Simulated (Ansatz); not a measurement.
What does this script print? It uses Ansatz 0.2.0, Python API.

`xc_baf2.py`:
```python
'''One structure of BaF2 under several functionals.'''

import csv

import ansatz as az

config = {
    'smearing': 'Fixed',
}

baf2 = (
    az.Lattice.fcc(6.2001)
    .space_group(225)
    .atom('Ba', [0.0, 0.0, 0.0])
    .atom('F', [0.25, 0.75, 0.75])
    .primitive()
)

calculation = baf2.calculation()
calculation = calculation.basis(31 * az.Ry)
calculation = calculation.kpoints(5).occupations(config['smearing'])
calculation = calculation.band_table()

rows = []
for value in ['blyp', 'pbe', 'rpbe', 'revpbe']:
    r = calculation.functional(value).run().report
    rows.append((value, r['free_energy_ev'] / len(r['lattice']['sites']), r['n_iterations'], r['gap_by_band_count_ev'], r['n_kpoints']))

with open('xc.csv', 'w', newline='') as handle:
    writer = csv.writer(handle)
    writer.writerow(['functional', 'F/atom (eV)', 'iterations', 'gap by band count (eV)', 'k-points'])
    writer.writerows([round(v, 5) if isinstance(v, float) else v for v in row] for row in rows)
print(open('xc.csv').read())
```

```console
$ python xc_baf2.py
functional,F/atom (eV),iterations,gap by band count (eV),k-points
blyp,-2532.13664,6,6.8986,10
pbe,-2524.13502,7,6.83381,10
rpbe,-2528.70679,6,7.13614,10
revpbe,-2527.40201,6,7.12749,10
```

Caveats:
- Along an axis with an odd division the mesh misses the point at one half; a gap read on a finite mesh is an upper bound on this functional's gap.
- Semilocal gaps usually lie well under measured ones.
- The starting cell is as deposited in a crystallographic database; the results hold for this polymorph, which needn't be the stable one.
- Levels are Kohn-Sham eigenvalues on this mesh, without spin-orbit coupling.
- Total energies of different functionals can't be compared; pressures, moments and gaps at this one structure can.
- Run time: 3.8 s on 1 thread of AMD EPYC 7R13 Processor (Zen 3) (shared host), peak memory 0.36 GiB.

(Lines on the test bed's own set-up are left out of the output.)
